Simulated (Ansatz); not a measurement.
Crystal: CsSnI3.

```
CELL_PARAMETERS angstrom
6.20570 0.00000 0.00000
0.00000 6.20570 0.00000
0.00000 0.00000 6.20570
ATOMIC_POSITIONS crystal
Cs 0.00000 0.00000 0.00000
I 0.50000 0.50000 0.00000
I 0.50000 0.00000 0.50000
I 0.00000 0.50000 0.50000
Sn 0.50000 0.50000 0.50000
```

Base run:

```yaml
Program: Ansatz 0.2.0
Functional: r2SCAN
Potentials_or_basis: Ansatz PAW
Cutoff: "500 eV (not typed: the program's choice for these potentials)"
k_mesh: 5 × 5 × 5
Occupations: fermi-dirac, width 0.05 eV
Spin: no spin polarisation
```

Its results: pressure 0.0 GPa.

**Question.** The run is repeated on the same cell with these changes: functional from r2SCAN to BLYP; cutoff from 500 eV (not typed: the program's choice for these potentials) to 420 eV (not typed: the program's choice for these potentials). What comes out?

**Answer.** Pressure 2.0 GPa.

Caveats: the cell was measured hot, at 500 K; the PAW data sets come from PBE, with cores solved anew for the run's functional, which leaves a small shift of forces and pressure.
